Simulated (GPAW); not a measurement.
**EuO in GPAW: convergence with plane-wave cutoff (eV)**

EuO:

```xyz
2
Lattice="0.0000 2.5720 2.5720 2.5720 0.0000 2.5720 2.5720 2.5720 0.0000" Properties=species:S:1:pos:R:3 pbc="T T T"
Eu    0.0000    0.0000    0.0000
O     2.5720    2.5720    2.5720
```

```yaml
Program: GPAW 26.7.0
Task: convergence study
Functional: PBE
Potentials_or_basis: GPAW PAW data sets (gpaw-data 1.2.1)
Cutoff: 300 eV
Basis: pw
k_mesh: 7 × 7 × 7
Occupations: fermi-dirac, width 0.05 eV
Spin: collinear spin, ferromagnetic start
Starting_moments: "[7.0, 0.0] μB"
```

These are the settings of the first run; the series varies plane-wave cutoff (eV), with any setting tied to it.

Hardware: 1 thread of Arm Neoverse V2, on a shared host.

Problem. The values tried are 300, 350, 400, 500, 600, 700, 800, 1000, 1200, loosest first. From which on does the largest site moment stay within 0.02 μB of the tightest run that finished?

Solution. From 400 on.

```csv
plane-wave cutoff (eV),"energy less the tightest run, at zero smearing (meV/atom)",pressure (GPa),largest site moment (μB),SCF cycles,CPU time (s),peak memory (GiB)
300,3633.28,-87.41,6.55,15,16,0.15
350,1916.75,-58.47,6.57,15,17,0.15
400,980.15,-37.93,6.58,15,24,0.16
500,226.78,-14.19,6.59,15,23,0.17
600,55.02,-6.63,6.59,15,37,0.18
700,13.26,-4.67,6.59,15,43,0.2
800,3.34,-3.90,6.59,15,46,0.21
1000,1.47,-3.85,6.59,15,64,0.25
1200,0.00,-3.77,6.59,15,87,0.28
```

Against the tightest run, the pressure stays within 0.1 GPa from 1000 on. Not settled before the last step: the energy (to 1 meV/atom). The tightest run that finished is the yardstick and may itself not be fully converged.

Caveat, for the tightest run too: one-centre terms of the f shell are cut off; a cell with one magnetic atom can't hold antiferromagnetic order, which such compounds often take. The state reached can hang on the start; a lower one may exist.
